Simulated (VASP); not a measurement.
# Dy (Im-3m) in VASP: single point with PBE

Aim: the single point of Dy with PBE.

All numbers are computed with VASP 6.6.1; they aren't measurements. Logs are shortened: lines on timing, memory, paths and dates and some standing lists are left out, and cuts for length are marked.

## Step 1: The structure

Symmetry: Im-3m, No. 229, cubic system. Conventional cell: a = 3.980 Å, b = 3.980 Å, c = 3.980 Å, α = 90.00°, β = 90.00°, γ = 90.00°. Dy (site symmetry m-3m) has 8 Dy at 3.45 Å as nearest neighbours.

The cell was built by a generator and needn't be a form met in nature.

## Step 2: Single point, PBE, collinear spin, typed start

Contents of INCAR:

```
PREC     = Accurate       # precision mode
ENCUT    = 520            # plane-wave cutoff, eV
EDIFF    = 1E-6           # SCF threshold, eV
ISMEAR   = 0              # smearing method
SIGMA    = 0.05           # smearing width, eV
LREAL    = False          # projectors in reciprocal space
LASPH    = True           # aspherical terms in the spheres
NELM     = 150            # most SCF steps
ALGO     = Normal         # electronic algorithm
ISIF     = 2              # what is computed and relaxed
LWAVE    = False          # write WAVECAR
LCHARG   = False          # write CHGCAR
ISPIN    = 2              # spin polarisation
MAGMOM   = 5              # initial moments
LORBIT   = 11             # projections on sites
LMAXMIX  = 6              # l up to which the mixer works
GGA      = PE             # functional
NBANDS   = 20             # bands
```

Contents of KPOINTS:

```
regular mesh
0
Gamma
  14 14 14
```

Contents of POSCAR:

```
Dy
1.0
   -1.9898369857      1.9898369857      1.9898369857
    1.9898369857     -1.9898369857      1.9898369857
    1.9898369857      1.9898369857     -1.9898369857
Dy
1
Direct
    0.0000000000      0.0000000000      0.0000000000
```

Potentials or basis: VASP PAW PBE potentials, release 64 (Dy).

The run is started by

```
$ cat potpaw_PBE.64/Dy/POTCAR > POTCAR
$ mpirun -np 1 vasp_std > vasp.out
```

OUTCAR:

```text
PREC = Accurate
   ENCUT = 520
   EDIFF = 1E-6
   ISMEAR = 0
   LREAL = False
   LASPH = True
   NELM = 150
   ISIF = 2
   ISPIN = 2
   LORBIT = 11
   GGA = PE

 ion  position               nearest neighbor table
   1  0.000  0.000  0.000-

  LATTYP: Found a body centered cubic cell.
 ALAT       =     3.9796739714

  Lattice vectors:

 A1 = (  -1.9898369857,   1.9898369857,   1.9898369857)
 A2 = (   1.9898369857,  -1.9898369857,   1.9898369857)
 A3 = (   1.9898369857,   1.9898369857,  -1.9898369857)

Analysis of symmetry for initial positions (statically):
=====================================================================
 Subroutine PRICEL returns:
 Original cell was already a primitive cell.

 Routine SETGRP: Setting up the symmetry group for a
 body centered cubic supercell.

 Subroutine GETGRP returns: Found 48 space group operations
 (whereof 48 operations were pure point group operations)
 out of a pool of 48 trial point group operations.

The static configuration has the point symmetry O_h .

Analysis of symmetry for dynamics (positions and initial velocities):
=====================================================================
 Subroutine PRICEL returns:
 Original cell was already a primitive cell.

 Routine SETGRP: Setting up the symmetry group for a
 body centered cubic supercell.

 Subroutine GETGRP returns: Found 48 space group operations
 (whereof 48 operations were pure point group operations)
 out of a pool of 48 trial point group operations.

The dynamic configuration has the point symmetry O_h .

Analysis of structural, dynamic, and magnetic symmetry:
=====================================================================
 Subroutine PRICEL returns:
 Original cell was already a primitive cell.

 Routine SETGRP: Setting up the symmetry group for a
 body centered cubic supercell.

 Subroutine GETGRP returns: Found 48 space group operations
 (whereof 48 operations were pure point group operations)
 out of a pool of 48 trial point group operations.

The overall configuration has the point symmetry O_h .

 Subroutine INISYM returns: Found 48 space group operations
 (whereof 48 operations are pure point group operations),
 and found     1 'primitive' translations

----------------------------------------------------------------------------------------

                                     Primitive cell

  volume of cell :      31.5146

  direct lattice vectors                    reciprocal lattice vectors
    -1.989836986  1.989836986  1.989836986     0.000000000  0.251276865  0.251276865
     1.989836986 -1.989836986  1.989836986     0.251276865  0.000000000  0.251276865
     1.989836986  1.989836986 -1.989836986     0.251276865  0.251276865  0.000000000

  length of vectors
     3.446498758  3.446498758  3.446498758     0.355359151  0.355359151  0.355359151

  position of ions in fractional coordinates (direct lattice)
     0.000000000  0.000000000  0.000000000

  ion indices of the primitive-cell ions
   primitive index   ion index
                 1           1

----------------------------------------------------------------------------------------

 KPOINTS: regular mesh

Automatic generation of k-mesh.
 Grid dimensions read from file:
 generate k-points for:   14   14   14

 Generating k-lattice:

  Cartesian coordinates                     Fractional coordinates (reciprocal lattice)
     0.000000000  0.017948348  0.017948348     0.071428571  0.000000000  0.000000000
     0.017948348  0.000000000  0.017948348     0.000000000  0.071428571  0.000000000
     0.017948348  0.017948348  0.000000000     0.000000000  0.000000000  0.071428571

  Length of vectors
     0.025382796  0.025382796  0.025382796

  Shift w.r.t. Gamma in fractional coordinates (k-lattice)
     0.000000000  0.000000000  0.000000000

 Subroutine IBZKPT returns following result:
 ===========================================

 Found    104 irreducible k-points:

 Following reciprocal coordinates:
            Coordinates               Weight
  0.000000  0.000000  0.000000      1.000000
  0.071429  0.000000  0.000000     12.000000
  0.142857  0.000000  0.000000     12.000000
  0.214286  0.000000  0.000000     12.000000
  0.285714  0.000000  0.000000     12.000000
  0.357143  0.000000  0.000000     12.000000
[... 16 lines left out ...]
  0.285714  0.285714  0.000000     24.000000
  0.357143  0.285714 -0.000000     24.000000
 [... further k-points ...]
   k-points           NKPTS =    104   k-points in BZ     NKDIM =    104   number of bands    NBANDS=     20
   number of dos      NEDOS =    301   number of ions     NIONS =      1
   total plane-waves  NPLWV =  21952
   dimension x,y,z NGX =    28 NGY =   28 NGZ =   28
   dimension x,y,z NGXF=    56 NGYF=   56 NGZF=   56
   ions per type =               1
   NGX,Y,Z   is equivalent  to a cutoff of  13.51, 13.51, 13.51 a.u.
   NGXF,Y,Z  is equivalent  to a cutoff of  27.01, 27.01, 27.01 a.u.
 SYSTEM =  unknown system
   PREC   = accura    normal or accurate (medium, high low for compatibility)
   ISTART =      0    job   : 0-new  1-cont  2-samecut
   ICHARG =      2    charge: 1-file 2-atom 10-const
   ISPIN  =      2    spin polarized calculation?
   LNONCOLLINEAR =      F non collinear calculations
   LSORBIT =      F    spin-orbit coupling
   LASPH  =      T    aspherical Exc in radial PAW
   ENCUT  =  520.0 eV  38.22 Ry    6.18 a.u.   6.41  6.41  6.41*2*pi/ulx,y,z
   NELM   =    150;   NELMIN=  2; NELMDL= -5     # of ELM steps
   EDIFF  = 0.1E-05   stopping-criterion for ELM
   LREAL  =      F    real-space projection
   EDIFFG = 0.1E-04   stopping-criterion for IOM
   NSW    =      0    number of steps for IOM
   IBRION =     -1    ionic relax: 0-MD 1-quasi-New 2-CG
   NFREE  =      0    steps in history (QN), initial steepest desc. (CG)
   ISIF   =      2    stress and relaxation
   ISYM   =      2    0-nonsym 1-usesym 2-fastsym
   POTIM  = 0.5000    time-step for ionic-motion
   TEBEG  =    0.0;   TEEND  =   0.0 temperature during run
   PSTRESS=    0.0 pullay stress
   NELECT =      20.0000    total number of electrons
   NUPDOWN=      -1.0000    fix difference up-down
   EMIN   =  10.00;   EMAX   =-10.00  energy-range for DOS
   EFERMI =   0.00;   METHOD = LEGACY
   ISMEAR =     0;   SIGMA  =   0.05  broadening in eV -4-tet -1-fermi 0-gaus
   EFERMI_NEDOS =   21; number of points for ismear=-14 and -15
   IALGO  =     38    algorithm
   IMIX   =      4    mixing-type and parameters
     AMIX     =   0.40;   BMIX     =  1.00
     AMIX_MAG =   1.60;   BMIX_MAG =  1.00
  volume/ion in A,a.u.               =      31.51       212.67
  Fermi-wavevector in a.u.,A,eV,Ry     =   1.406849  2.658558 26.928960  1.979223
  Thomas-Fermi vector in A             =   2.529167
   LORBIT       =     11    0 simple, 1 ext, 2 COOP (PROOUT), +10 PAW based schemes
   GGA     = PE    functional components
   LHFCALC =     F    Hartree Fock is set to
   AEXX    =    0.0000 exact exchange contribution
   IVDW    =     0    specifies the selected vdW correction
   LEPSILON=     F    determine dielectric tensor
   LRPA    =     F    only Hartree local field effects (RPA)
 spin polarized calculation
 Gauss-broadening in eV      SIGMA  =   0.05
  energy-cutoff  :      520.00
  volume of cell :       31.51
 maximum number of plane-waves:       887
 NGX is ok and might be reduce to    28
   NGX = 13   NGY = 13   NGZ = 13

 number of electron      20.0000010 magnetization       4.4247231

 Free energy of the ion-electron system (eV)
  ---------------------------------------------------
  ext. energy  EPLUGINS =         0.00000000
  ---------------------------------------------------
  free energy    TOTEN  =        -7.91452902 eV

  energy without entropy =       -7.90752724  energy(sigma->0) =       -7.91102813

 E-fermi :   2.9234     XC(G=0): -10.1378

 val. band max:        2.9226014145   @ k =  -0.4286   0.4286   0.2857
 cond. band min:       2.9242101289   @ k =   0.5000   0.5000   0.2857
 fundamental gap:      0.0016087144
 Fermi energy:         2.9233682056

 spin component 1

 k-point     1 :       0.0000    0.0000    0.0000
  band No.  band energies     occupation
      1     -44.0710      1.00000
      2     -19.5918      1.00000
      3     -19.5918      1.00000
      4     -19.5918      1.00000
      5      -2.1898      1.00000
      6      -0.3404      1.00000
[... 12 lines left out ...]
     19      14.0582      0.00000
     20      14.0582      0.00000

 k-point     2 :       0.0714    0.0000    0.0000
  band No.  band energies     occupation
      1     -44.0680      1.00000
      2     -19.6294      1.00000
      3     -19.6033      1.00000
      4     -19.5920      1.00000
      5      -2.0385      1.00000
      6      -0.3453      1.00000
[... 498 lines left out ...]
 k-point    24 :       0.3571    0.2857   -0.0000
  band No.  band energies     occupation
      1     -44.0012      1.00000
      2     -20.1333      1.00000
      3     -20.0246      1.00000
      4     -19.6801      1.00000
      5      -0.4212      1.00000
      6      -0.4146      1.00000
[... 12 lines left out ...]
     19      12.8789      0.00000
     20      15.2544      0.00000

 [... further k-points ...]

 spin component 2

 k-point     1 :       0.0000    0.0000    0.0000
  band No.  band energies     occupation
      1     -42.0734      1.00000
      2     -18.1469      1.00000
      3     -18.1469      1.00000
      4     -18.1469      1.00000
      5      -2.1080      1.00000
      6       2.6689      1.00000
[... 12 lines left out ...]
     19      14.0399      0.00000
     20      14.0400      0.00000

 k-point     2 :       0.0714    0.0000    0.0000
  band No.  band energies     occupation
      1     -42.0698      1.00000
      2     -18.1915      1.00000
      3     -18.1601      1.00000
      4     -18.1472      1.00000
      5      -1.9506      1.00000
      6       2.6650      1.00000
[... 498 lines left out ...]
 k-point    24 :       0.3571    0.2857   -0.0000
  band No.  band energies     occupation
      1     -41.9905      1.00000
      2     -18.7781      1.00000
      3     -18.6511      1.00000
      4     -18.2489      1.00000
      5       2.3123      1.00000
      6       2.7244      1.00000
[... 12 lines left out ...]
     19      13.4509      0.00000
     20      15.5967      0.00000

 [... further k-points ...]

------------------------ aborting loop because EDIFF is reached ----------------------------------------

  FORCE on cell =-STRESS in cart. coord.  units (eV):
  Direction    XX          YY          ZZ          XY          YZ          ZX
  --------------------------------------------------------------------------------------
  -------------------------------------------------------------------------------------
  Total        0.4197979      0.4197979      0.4197979      0.0000000      0.0000000      0.0000000
  in kB       21.3421598     21.3421598     21.3421598      0.0000000      0.0000000      0.0000000
  external PRESSURE =      21.3421598 kB  Pullay stress =       0.0000000 kB

 VOLUME and BASIS-vectors are now :
 -----------------------------------------------------------------------------
  energy-cutoff  :      520.00
  volume of cell :       31.51
      direct lattice vectors                 reciprocal lattice vectors
    -1.989836986  1.989836986  1.989836986     0.000000000  0.251276865  0.251276865
     1.989836986 -1.989836986  1.989836986     0.251276865  0.000000000  0.251276865
     1.989836986  1.989836986 -1.989836986     0.251276865  0.251276865  0.000000000

 POSITION                                       TOTAL-FORCE (eV/Angst)
 -----------------------------------------------------------------------------------
      0.00000      0.00000      0.00000         0.000000      0.000000     -0.000000
 -----------------------------------------------------------------------------------
    total drift:                               -0.000000     -0.000000     -0.000000

  FREE ENERGIE OF THE ION-ELECTRON SYSTEM (eV)
  ---------------------------------------------------
  free  energy   TOTEN  =        -7.9145290213 eV

  energy  without entropy=       -7.9075272351  energy(sigma->0) =       -7.91102813

 total charge

# of ion       s       p       d       f       tot
--------------------------------------------------
    1        2.165   5.816   0.482   9.340  17.803

 magnetization (x)

# of ion       s       p       d       f       tot
--------------------------------------------------
    1        0.008  -0.067  -0.006   4.486   4.422
```

It took 2.5 min on 1 thread of Intel Xeon Platinum 8559C (Emerald Rapids), shared host; peak memory 0.27 GiB.

What came out:

| Property | Result |
| --- | --- |
| Free energy | -7.9145 eV |
| Pressure | 2.1 GPa |
| Band gap on the k mesh | none (metal or under the smearing width) |
| Net moment | 4.42 μB per cell |
| Site moments | Dy +4.42 μB |
| Valence electrons inside the program's atomic spheres | Dy 17.80 |

Levels at points of the mesh, in eV from the Fermi level:
Spin up:
```
           k point  band 10  band 11  band 12  band 13  band 14  band 15
(0.00, 0.00, 0.00)    -2.64    -2.64    -2.64     2.09     2.09     2.09
(0.50, 0.00, 0.00)    -2.51    -2.51    -2.13     0.36     1.30     4.14
(0.50, 0.50, 0.50)    -2.46    -2.46    -1.56    -1.56     6.34     6.34
```
Spin down:
| k point | band 5 | band 6 | band 7 | band 8 | band 9 | band 10 | band 11 | band 12 |
| --- | --- | --- | --- | --- | --- | --- | --- | --- |
| (0.00, 0.00, 0.00) | -5.03 | -0.25 | -0.25 | -0.25 | 0.96 | 0.96 | 0.96 | 1.45 |
| (0.50, 0.00, 0.00) | -2.00 | -0.18 | -0.11 | -0.04 | 0.61 | 0.78 | 0.85 | 0.90 |
| (0.50, 0.50, 0.50) | -1.41 | -1.41 | 0.03 | 0.03 | 0.03 | 0.76 | 0.76 | 0.76 |

Caveat: the magnetic or orbital state may not be the lowest; spin-orbit coupling is left out, which moves the levels of the heavy elements. The state reached can hang on the start; a lower one may exist.
